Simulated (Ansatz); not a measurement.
Born–Oppenheimer molecular dynamics of a periodic cell of 16 atoms, C (start crystal C, start structure diamond, volume 1.1 times the crystal's). It goes on from the last frame of an earlier run, with new velocities.

Method: DFT PBEsol, scalar-relativistic, plane waves, PAW (Ansatz). Settings: cutoff 420 eV, k mesh 4x4x4, fermi-dirac smearing 0.17 eV, no spin polarisation.

```yaml
ensemble: NVE (velocity Verlet)
time_step: 1 fs
steps_asked: 70
starting_velocities_drawn_for: 1200 K
seed: 352337
```

Frames 5 fs apart, positions in Å.

Velocities at 10.0 fs (Å/ps):

```
C 14.01 0.88 -10.43
C 7.41 3.61 -19.14
C 2.12 -6.33 25.29
C 3.42 -8.44 13.01
C 5.81 -1.51 1.50
C -5.90 -20.32 11.54
C 13.82 -1.70 4.00
C -6.84 -6.11 -9.94
C -5.44 19.83 -26.20
C -12.15 15.99 -2.07
C 2.46 -1.84 12.39
C -4.64 1.68 6.02
C -4.37 -0.95 -4.04
C -4.67 5.10 -1.90
C -0.33 -2.57 10.35
C -4.74 2.67 -10.39
```

```xyz
16
Lattice="0.0000 3.6852 3.6852 3.6852 0.0000 3.6852 3.6852 3.6852 0.0000" Properties=species:S:1:pos:R:3 time_fs=10.0 energy_less_start_eV=-0.644 T=1531
C 0.078 0.008 0.080
C 0.906 0.844 1.127
C 1.786 1.718 -0.137
C 2.783 2.713 0.835
C 1.899 -0.024 1.922
C 2.853 1.012 2.901
C 3.667 1.905 1.851
C 4.590 2.766 2.777
C 0.021 1.921 1.789
C 0.925 2.732 2.694
C 1.841 3.657 1.792
C 2.690 4.571 2.692
C 1.927 1.881 3.741
C 2.721 2.869 4.568
C 3.587 3.721 3.636
C 4.577 4.558 4.581
16
Lattice="0.0000 3.6852 3.6852 3.6852 0.0000 3.6852 3.6852 3.6852 0.0000" Properties=species:S:1:pos:R:3 time_fs=15.0 energy_less_start_eV=-0.985 T=1704
C 0.124 0.001 0.023
C 0.953 0.880 0.987
C 1.804 1.717 0.020
C 2.793 2.679 0.911
C 1.911 -0.013 1.938
C 2.822 0.900 2.930
C 3.734 1.873 1.863
C 4.563 2.731 2.731
C -0.014 1.992 1.685
C 0.881 2.821 2.704
C 1.844 3.643 1.837
C 2.679 4.588 2.720
C 1.873 1.865 3.706
C 2.713 2.872 4.573
C 3.610 3.712 3.683
C 4.563 4.591 4.542
16
Lattice="0.0000 3.6852 3.6852 3.6852 0.0000 3.6852 3.6852 3.6852 0.0000" Properties=species:S:1:pos:R:3 time_fs=20.0 energy_less_start_eV=-0.112 T=1259
C 0.102 -0.024 -0.015
C 0.991 0.941 0.832
C 1.852 1.778 0.158
C 2.794 2.668 0.999
C 1.880 0.017 1.949
C 2.786 0.808 2.892
C 3.767 1.796 1.855
C 4.570 2.712 2.730
C -0.047 1.990 1.666
C 0.875 2.877 2.718
C 1.842 3.646 1.846
C 2.699 4.618 2.749
C 1.781 1.838 3.655
C 2.724 2.834 4.591
C 3.659 3.714 3.687
C 4.578 4.641 4.541
16
Lattice="0.0000 3.6852 3.6852 3.6852 0.0000 3.6852 3.6852 3.6852 0.0000" Properties=species:S:1:pos:R:3 time_fs=25.0 energy_less_start_eV=-0.678 T=1548
C 0.024 -0.040 -0.014
C 0.966 0.977 0.780
C 1.939 1.887 0.168
C 2.799 2.689 1.079
C 1.821 0.019 1.915
C 2.741 0.779 2.801
C 3.750 1.718 1.856
C 4.612 2.732 2.783
C -0.058 1.917 1.736
C 0.898 2.848 2.708
C 1.851 3.689 1.844
C 2.755 4.651 2.776
C 1.716 1.825 3.612
C 2.728 2.789 4.594
C 3.698 3.714 3.650
C 4.612 4.659 4.565
16
Lattice="0.0000 3.6852 3.6852 3.6852 0.0000 3.6852 3.6852 3.6852 0.0000" Properties=species:S:1:pos:R:3 time_fs=30.0 energy_less_start_eV=-1.006 T=1715
C -0.059 -0.037 0.008
C 0.896 0.981 0.839
C 1.996 1.977 0.069
C 2.821 2.746 1.115
C 1.758 -0.017 1.820
C 2.699 0.816 2.702
C 3.701 1.689 1.893
C 4.665 2.773 2.850
C -0.044 1.819 1.837
C 0.912 2.760 2.694
C 1.871 3.754 1.857
C 2.835 4.681 2.792
C 1.726 1.838 3.591
C 2.719 2.750 4.576
C 3.715 3.700 3.621
C 4.642 4.621 4.589
16
Lattice="0.0000 3.6852 3.6852 3.6852 0.0000 3.6852 3.6852 3.6852 0.0000" Properties=species:S:1:pos:R:3 time_fs=35.0 energy_less_start_eV=0.184 T=1106
C -0.108 -0.015 0.026
C 0.829 0.952 0.937
C 1.985 2.006 -0.037
C 2.845 2.823 1.077
C 1.724 -0.060 1.703
C 2.663 0.879 2.639
C 3.656 1.726 1.937
C 4.703 2.806 2.874
C 0.000 1.763 1.891
C 0.902 2.686 2.708
C 1.891 3.793 1.887
C 2.886 4.687 2.807
C 1.804 1.851 3.601
C 2.704 2.718 4.545
C 3.721 3.673 3.649
C 4.648 4.564 4.609
16
Lattice="0.0000 3.6852 3.6852 3.6852 0.0000 3.6852 3.6852 3.6852 0.0000" Properties=species:S:1:pos:R:3 time_fs=40.0 energy_less_start_eV=0.139 T=1129
C -0.104 0.023 0.024
C 0.796 0.888 0.987
C 1.941 1.976 -0.069
C 2.837 2.879 0.983
C 1.733 -0.077 1.633
C 2.645 0.928 2.636
C 3.650 1.820 1.936
C 4.694 2.811 2.820
C 0.055 1.777 1.883
C 0.892 2.683 2.762
C 1.901 3.774 1.915
C 2.865 4.655 2.833
C 1.887 1.832 3.629
C 2.701 2.700 4.513
C 3.729 3.648 3.730
C 4.630 4.535 4.638
16
Lattice="0.0000 3.6852 3.6852 3.6852 0.0000 3.6852 3.6852 3.6852 0.0000" Properties=species:S:1:pos:R:3 time_fs=45.0 energy_less_start_eV=-1.046 T=1736
C -0.056 0.062 -0.013
C 0.814 0.832 0.948
C 1.889 1.906 -0.030
C 2.778 2.881 0.888
C 1.779 -0.062 1.658
C 2.673 0.955 2.676
C 3.678 1.932 1.876
C 4.635 2.780 2.719
C 0.071 1.827 1.862
C 0.909 2.746 2.832
C 1.891 3.707 1.928
C 2.799 4.610 2.853
C 1.903 1.782 3.654
C 2.743 2.702 4.508
C 3.737 3.641 3.807
C 4.609 4.551 4.688
16
Lattice="0.0000 3.6852 3.6852 3.6852 0.0000 3.6852 3.6852 3.6852 0.0000" Properties=species:S:1:pos:R:3 time_fs=50.0 energy_less_start_eV=-0.977 T=1701
C -0.004 0.077 -0.071
C 0.885 0.845 0.868
C 1.823 1.816 0.022
C 2.697 2.831 0.825
C 1.847 -0.032 1.763
C 2.748 0.963 2.717
C 3.700 2.001 1.778
C 4.574 2.742 2.645
C 0.036 1.867 1.855
C 0.946 2.818 2.866
C 1.859 3.640 1.928
C 2.738 4.573 2.856
C 1.852 1.744 3.689
C 2.818 2.712 4.559
C 3.731 3.656 3.817
C 4.603 4.600 4.734
16
Lattice="0.0000 3.6852 3.6852 3.6852 0.0000 3.6852 3.6852 3.6852 0.0000" Properties=species:S:1:pos:R:3 time_fs=55.0 energy_less_start_eV=0.003 T=1199
C 0.024 0.062 -0.111
C 0.975 0.919 0.830
C 1.754 1.734 0.031
C 2.641 2.763 0.807
C 1.914 0.000 1.884
C 2.822 0.962 2.741
C 3.680 1.986 1.681
C 4.556 2.748 2.652
C -0.017 1.873 1.865
C 0.974 2.829 2.841
C 1.821 3.615 1.916
C 2.718 4.551 2.839
C 1.798 1.758 3.740
C 2.878 2.721 4.654
C 3.705 3.685 3.753
C 4.609 4.646 4.729
16
Lattice="0.0000 3.6852 3.6852 3.6852 0.0000 3.6852 3.6852 3.6852 0.0000" Properties=species:S:1:pos:R:3 time_fs=60.0 energy_less_start_eV=-0.563 T=1487
C 0.038 0.033 -0.098
C 0.999 0.957 0.892
C 1.739 1.731 -0.043
C 2.633 2.709 0.824
C 1.964 0.025 1.964
C 2.852 0.962 2.752
C 3.635 1.914 1.652
C 4.571 2.796 2.716
C -0.036 1.838 1.893
C 0.962 2.764 2.786
C 1.803 3.640 1.876
C 2.732 4.540 2.799
C 1.804 1.827 3.784
C 2.872 2.754 4.742
C 3.673 3.703 3.662
C 4.612 4.660 4.651
16
Lattice="0.0000 3.6852 3.6852 3.6852 0.0000 3.6852 3.6852 3.6852 0.0000" Properties=species:S:1:pos:R:3 time_fs=65.0 energy_less_start_eV=-0.982 T=1703
C 0.045 -0.006 -0.031
C 0.952 0.931 1.007
C 1.774 1.809 -0.135
C 2.671 2.693 0.847
C 1.970 0.041 1.983
C 2.844 0.970 2.773
C 3.601 1.828 1.715
C 4.594 2.841 2.782
C 0.001 1.781 1.919
C 0.919 2.680 2.746
C 1.802 3.677 1.804
C 2.748 4.543 2.733
C 1.872 1.924 3.795
C 2.801 2.807 4.775
C 3.659 3.696 3.606
C 4.599 4.640 4.534
```

Of the whole run (70 fs, mean temperature of the second half 1438 K): The conserved energy stayed within 0.61 meV per atom of its start (net change 0.026 meV per atom), so the integration is sound. A run of 0.07 ps of so small a system gives no equilibrium averages.

The run took 12 min on 1 thread of Arm Neoverse V1 (shared host), peak memory 0.55 GiB.
